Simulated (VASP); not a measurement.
Runs of VASP 6.6.1 on Cu. Symmetry: Fm-3m, No. 225, cubic system. Conventional cell: a = 3.615 Å, b = 3.615 Å, c = 3.615 Å, α = 90.00°, β = 90.00°, γ = 90.00°. Around Cu (site symmetry m-3m) lie 12 Cu at 2.56 Å. 

```csv
level,potentials or basis,cell,k mesh,cutoff (eV),smearing,further INCAR settings,grid for exact exchange (PRECFOCK),exchange at q = 0,mesh quality,gap on the mesh (eV),pressure (GPa)
PBEsol,"VASP PAW PBE potentials, release 64 (Cu)",as given,13 × 13 × 13,500,gaussian 0.1 eV,ALGO = Normal; EDIFF = 1.00e-06,-,-,not flagged,none,(a)
PBEsol,"VASP PAW PBE potentials, release 64 (Cu)",as given,13 × 13 × 13,500,gaussian 0.1 eV,ALGO = Fast; EDIFF = 1e-06,-,-,not flagged,none,-5.5
r2SCAN0,"VASP PAW PBE potentials, release 54 (Cu)",volume scaled by 1.15,7 × 7 × 7,520,fermi-dirac 0.02 eV,ALGO = Normal; EDIFF = 1.00e-07,Fast,truncated,coarse,none,-14.8
RPBE,"VASP PAW PBE potentials, release 54 (Cu)",as given,13 × 13 × 13,520,gaussian 0.02 eV,ALGO = Normal; EDIFF = 1.00e-06,-,-,not flagged,none,7.2
RPBE,"VASP PAW PBE potentials, release 54 (Cu)",as given,13 × 13 × 13,520,gaussian 0.02 eV,ALGO = Normal; EDIFF = 1e-06,-,-,not flagged,none,7.2
```

Alike in all rows: task single point; no spin polarisation.

**Question.** Fill in the values left out.

**Answer.** (a) -6.0.

Caveats: some runs use coarse meshes; the PAW data sets were made with another functional, which shifts forces and pressure a little.

A gap of «none» marks a metal or a gap under the smearing width.

Runs at the PBE level aren't shown here.
